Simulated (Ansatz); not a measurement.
# YN: the cost of one run

Method: DFT PBEsol, frozen-core PAW, scalar-relativistic unless said, in Ansatz 0.2.0.

2 further runs of the same task are left out: 2 set aside as unsound or not needed.

**1. The system as given**

Symmetry: Fm-3m, No. 225, cubic system. Conventional cell: a = 4.877 Å, b = 4.877 Å, c = 4.877 Å, α = 90.00°, β = 90.00°, γ = 90.00°. Y (site symmetry m-3m) is surrounded by 6 N at 2.44 Å. N (site symmetry m-3m) is surrounded by 6 Y at 2.44 Å.

As a file:

```
CELL_PARAMETERS angstrom
0.00000 2.43850 2.43850
2.43850 0.00000 2.43850
2.43850 2.43850 0.00000
ATOMIC_POSITIONS crystal
Y 0.00000 0.00000 0.00000
N 0.50000 0.50000 0.50000
```

Cartesian axes are those of the input's lattice vectors. The structure goes back to a database entry.

**2. Cell and atoms relaxed, PAW**

Contents of input.yaml:

```yaml
crystal:
  lattice:
    - [0.0, 2.4385, 2.4385]
    - [2.4385, 0.0, 2.4385]
    - [2.4385, 2.4385, 0.0]
  atoms:
    - { symbol: "Y", position: [0.0, 0.0, 0.0] }
    - { symbol: "N", position: [0.5, 0.5, 0.5] }
kpoints:
  mp_grid: { grid: [14, 14, 14] }
scf:
  occupations: { method: fermi_dirac, width: 0.1 }
hamiltonian:
  xc: pbesol
  pseudopotentials: { kind: paw }
relax:
  f_tol: 0.002
  max_steps: 80
  cell: {}
output:
  forces: true
  stress: true
```

Started as:

```
ansatz run input.yaml --threads 1 --pin off --max-ram 3072MiB --backend cpu --events-out ev --progress --plain --runs-dir out
```

What time and memory should one allow on 1 thread of Intel Xeon 6975P-C (Granite Rapids), shared host?

About 5.6 s, with a peak of 0.39 GiB.
